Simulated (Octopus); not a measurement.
Al2Pt: equation of state with PBEsol

The system is Al2Pt.

```xyz
3
Lattice="0.0000 2.9550 2.9550 2.9550 0.0000 2.9550 2.9550 2.9550 0.0000" Properties=species:S:1:pos:R:3 pbc="T T T"
Pt    0.0000    0.0000    0.0000
Al    4.4325    4.4325    4.4325
Al    1.4775    1.4775    1.4775
```

```
Program             : Octopus 16.4
Task                : equation of state
Functional          : PBEsol
Potentials or basis : pseudodojo_pbesol (PseudoDojo 0.4, PBEsol)
k mesh              : 8 × 8 × 8
Occupations         : fermi-dirac, width 0.05 eV
Spin                : no spin polarisation
```

```json
{"Equilibrium volume": "17.05 Å³/atom (rough: see the caveat)", "Bulk modulus": "141 GPa (rough)"}
```

Energy against volume, from the lowest point:
```
volume (Å³/atom)  energy (meV/atom)
          16.170              22.96
          16.514               7.26
          16.858               0.41
          17.202               0.00
          17.546               4.89
          17.890              14.91
```

All runs of the series together: 46 min on 1 thread of Arm Neoverse V2, with other jobs on the host.

Caveat: the fit is doubtful: noisy points or a state that changes with volume; the number of grid points is fixed, so the spacing changes with the cell, which shifts volumes and moduli. The run has no spin-orbit coupling, so splittings on Pt are missing.
